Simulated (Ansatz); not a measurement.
Here is an Ansatz 0.2.0 calculation.

The input input.yaml:

```yaml
crystal:
  lattice:
    - [-2.920872, 2.826406, 2.712416]
    - [2.916284, -2.859104, 2.740526]
    - [2.843288, 2.78152, -2.745114]
  atoms:
    - { symbol: Rb, position: [0.002296, -0.005289, -0.005371] }
hamiltonian:
  xc: pbesol
  pseudopotentials: { kind: paw }
kpoints:
  mp_grid: { grid: [7, 7, 7] }
scf:
  occupations: { method: fermi_dirac, width: 0.05 }
output:
  forces: true
  stress: true
  eigenvalues: true
  write_density: true
  write_potential: true
  elf: true
  volumetric_format: npy
```

Potentials or basis: Ansatz PAW.

Launch:

```sh
$ ansatz run input.yaml --threads 2 --pin off --max-ram 5632MiB --backend cpu --events-out ev --progress --plain --runs-dir out
```

What does it give for the band gap on the k mesh?

None (metal or under the smearing width).

Estimate the pressure.

-0.1 GPa.

Stress tensor (GPa, compression positive):
```
-0.04  0.07  0.01
 0.07 -0.06  0.03
 0.01  0.03 -0.09
```

Caveat: the PAW data sets come from PBE, with cores solved anew for the run's functional, which leaves a small shift of forces and pressure.
